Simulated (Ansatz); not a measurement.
(100) slab cut from the bulk of InSb, F-43m (No. 216); the slab's formula is InSb:

```yaml
crystal:
  lattice:
    - [4.69155, 0.00000, 0.00000]
    - [0.00000, 4.69155, 0.00000]
    - [0.00000, 0.00000, 26.61099]
  atoms:
    - { symbol: Sb, position: [0.00000, 0.50000, 0.28184] }
    - { symbol: In, position: [0.50000, 0.50000, 0.34417] }
    - { symbol: Sb, position: [0.50000, 0.00000, 0.40650] }
    - { symbol: In, position: [0.00000, 0.00000, 0.46883] }
    - { symbol: Sb, position: [0.00000, 0.50000, 0.53117] }
    - { symbol: In, position: [0.50000, 0.50000, 0.59350] }
    - { symbol: Sb, position: [0.50000, 0.00000, 0.65583] }
    - { symbol: In, position: [0.00000, 0.00000, 0.71816] }
```

The calculation used DFT PBE, scalar-relativistic, plane waves, PAW (Ansatz). Cutoff 420 eV; k points 8×8×1 on the computed 8-atom cell (Γ-centred); Gaussian smearing, width 0.10 eV; no spin polarisation. A dipole correction removes the field between periodic images along c.

Q: What forces act on the atoms?

A:
```tsv
atom	Fx (eV/Å)	Fy (eV/Å)	Fz (eV/Å)
Sb1	0.000	0.000	0.113
In2	0.000	0.000	-0.269
Sb3	0.000	0.000	0.232
In4	0.000	0.000	-0.153
Sb5	0.000	0.000	0.115
In6	0.000	0.000	-0.142
Sb7	0.000	0.000	-0.358
In8	0.000	0.000	0.464
```

Cost: 1 run of about 2.3 core-minutes, on Arm Neoverse V2 (shared hosts).